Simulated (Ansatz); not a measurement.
**AgBr: a relaxation**

The task is a relaxation on AgBr. The structure is shown as the input types it.

The COD entry's cell or inner coordinates are ideal or old and differ from later refinements, so a difference from it is no clean test against experiment.

Computed with Ansatz 0.2.0 (DFT, PBE, PAW with Ansatz's default frozen-core files, scalar-relativistic, unless a step's input says otherwise).

### Step 1. Starting point

Symmetry: Fm-3m, No. 225, cubic system. The conventional cell has a = 3.880 Å, b = 3.880 Å, c = 3.880 Å, α = 90.00°, β = 90.00°, γ = 90.00°. Ag (site symmetry m-3m) has 6 Br at 1.94 Å as nearest neighbours. Around Br (site symmetry m-3m) lie 6 Ag at 1.94 Å.

As a file:

```
Ag Br
1.0
     0.00000    1.93977    1.93977
     1.93977    0.00000    1.93977
     1.93977    1.93977    0.00000
Ag Br
1 1
Direct
  0.00000 0.00000 0.00000
  0.50000 0.50000 0.50000
```

### Step 2. Running it

The input, input.yaml:

```yaml
crystal:
  lattice:
    - [0.0, 1.93976955, 1.93976955]
    - [1.93976955, 0.0, 1.93976955]
    - [1.93976955, 1.93976955, 0.0]
  atoms:
    - { symbol: Ag, position: [0.0, 0.0, 0.0] }
    - { symbol: Br, position: [0.5, 0.5, 0.5] }
kpoints:
  mp_grid: { grid: [9, 9, 9] }
scf:
  occupations: { method: fermi_dirac, width: 0.03 }
  max_iter: 75
hamiltonian:
  xc: pbe
  pseudopotentials: { kind: paw }
output:
  forces: true
  stress: true
relax:
  f_tol: 0.01
  max_steps: 30
```

Run with:

```bash
> ansatz run input.yaml --threads 1 --pin off --max-ram 2048MiB --backend cpu --events-out ev --progress --plain --runs-dir out
```

Q: Will this input give a usable result? If not, why, and what should change?

The run converged and reported no error, with warnings (stress scf threshold loose). It gives a pressure of 1088 GPa, which is large; a structure far from rest gives such values too, whatever the setting.

All distances are much too short, so cores begin to overlap. The shortest distance in the input is 1.94 Å, between atoms 1 (Ag) and 2 (Br).

What to do: use the intended lattice or bond lengths.
